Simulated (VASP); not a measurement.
Crystal: C.

```
C
1.0
     0.00000    1.77745    1.77745
     1.77745    0.00000    1.77745
     1.77745    1.77745    0.00000
C
2
Direct
  0.00000 0.00000 0.00000
  0.25000 0.25000 0.25000
```

This isn't the form of C at room conditions, which is graphite.

Program: VASP 6.6.1. Alike in all runs: task band structure; no spin polarisation; cell as given; k mesh 14 × 14 × 14; cutoff (eV) 520; smearing gaussian 0.03 eV.

Order these runs on this cell by their band gap on the k mesh, lowest first.
A. level LDA; potentials or basis VASP PAW LDA potentials, release 64 (C)
B. level TB-mBJ; potentials or basis VASP PAW PBE potentials, release 64 (C)
C. level r2SCAN; potentials or basis VASP PAW PBE potentials, release 64 (C)

A (4.12 eV), C (4.34 eV), B (4.97 eV).

